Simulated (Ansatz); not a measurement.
Theory: DFT PBE, scalar-relativistic, plane waves, PAW (Ansatz 0.2.0). All cells share a 420 eV cutoff and Γ-centred k meshes spaced at most about 0.3 Å⁻¹ (about 0.25 or finer for metals, 2π included). No spin polarisation.

These are static total energies at zero pressure.

Problem. Order these relaxed structures of BiH by energy, lowest first, with the energy over the lowest of them.
1.

Space group P-6m2 (No. 187). a = 3.850 Å, b = 3.850 Å, c = 3.280 Å, α = 90.00°, β = 90.00°, γ = 120.00°
```csv
atom,site,symmetry,x,y,z
Bi,1a,-6m2,0.0000,0.0000,0.0000
H,1e,-6m2,0.6667,0.3333,0.0000
```

2.

Space group P6_3/mmc (No. 194). a = 3.676 Å, b = 3.676 Å, c = 5.783 Å, α = 90.00°, β = 90.00°, γ = 120.00°
| atom | site | symmetry | x | y | z |
| --- | --- | --- | --- | --- | --- |
| Bi | 2d | -6m2 | 0.3333 | 0.6667 | 0.7500 |
| H | 2a | -3m. | 0.0000 | 0.0000 | 0.0000 |

3.

Space group Pmma (No. 51). a = 4.580 Å, b = 4.214 Å, c = 4.860 Å, α = 90.00°, β = 90.00°, γ = 90.00°
```
atom  site  symmetry       x       y       z
  Bi    2e       mm2  0.7500  0.0000  0.7154
   H    2f       mm2  0.7500  0.5000  0.7123
```

4.

Space group I4/mmm (No. 139). a = 4.078 Å, b = 4.078 Å, c = 4.372 Å, α = 90.00°, β = 90.00°, γ = 90.00°
```tsv
atom	site	symmetry	x	y	z
Bi	2a	4/mmm	0.0000	0.0000	0.0000
H	2b	4/mmm	0.0000	0.0000	0.5000
```

Solution. 3 (0 meV/atom), 1 (140 meV/atom), 2 (297 meV/atom), 4 (310 meV/atom). Forms: cell 3 Pmma; cell 1 P-6m2; cell 2 anti-nickel arsenide type, P6_3/mmc; cell 4 I4/mmm. Counting H atoms around Bi (those within 1.25 times the shortest such distance or 1.15 times the sum of covalent radii; the shortest distance is added where it is long for a bond): cell 3 has Bi 2; cell 1 has Bi 3; cell 2 has Bi 6 from 2.6 Å; cell 4 has Bi 2. All come from invented guesses. The lowest form computed isn't among them: it has space group I4mm (No. 107), 23.3 Å³/atom and lies 62 meV/atom below the best shown. Even the lowest of the cells shown lies +0.35 eV/atom against the elements.

For metals, differences of a few meV/atom aren't resolved. Spin–orbit coupling, which can matter for Bi, is left out. With hydrogen, zero-point motion can shift such differences by 10 meV/atom or more. Cells relaxed within their symmetry can be saddle points. Some candidate types were left out of the draw beforehand, so a known form may be missing.
